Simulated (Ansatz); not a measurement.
**HfSiO4: ¹⁷⁹Hf nuclear quadrupole resonance**

Cell: a COD entry, its atoms then relaxed with PBE in this cell.

Space group I4_1/amd:1 (No. 141); a = 6.5725, c = 5.9632 Å.

| site | Wyckoff | site symmetry | x | y | z |
| --- | --- | --- | --- | --- | --- |
| Hf | 4a | -4m2 | 0.0000 | 0.5000 | 0.2500 |
| Si | 4b | -4m2 | 0.5000 | 0.0000 | 0.2500 |
| O | 16h | .m. | 0.5000 | 0.3147 | 0.8193 |

One atom of each set is listed; the run and its k-mesh use a cell of 12 atoms with edges of 5.52, 5.52, 5.52 Å.

Level of theory: DFT, r2SCAN, plane waves and PAW, scalar-relativistic, 500 eV cutoff, Γ-centred 7×7×7 k-points, Fermi–Dirac smearing 0.02 eV (Ansatz 0.2.0).

¹⁷⁹Hf: I = 9/2, Q = 3793 mb (year-2017 value). Static lattice, zero field.

(1) The simulated lines lie at 56.8, 113.5, 170.3, 227.1 MHz. What are |C_Q|, η and |V_zz| at Hf?

## Answers

(1) For I = 9/2 and η = 0 the lines are |C_Q|/24 times 1, 2, 3 and 4; η shifts the lowest up most. Here |C_Q| = 1363 MHz, η = 0.00 and |V_zz| = 14.86 × 10²¹ V/m². The calculation gives V_zz positive; the lines don't show the sign. The site has 8 O at 2.11–2.26 Å.

An axis of threefold or higher order runs through Hf, so V_zz lies along it and η is zero.

The largest force is 0.3 eV/Å, so the atoms aren't at the calculated equilibrium and relaxing them would move these values. Without spin–orbit coupling the gradients at and beside Hf can be off by some per cent, at some sites by more.
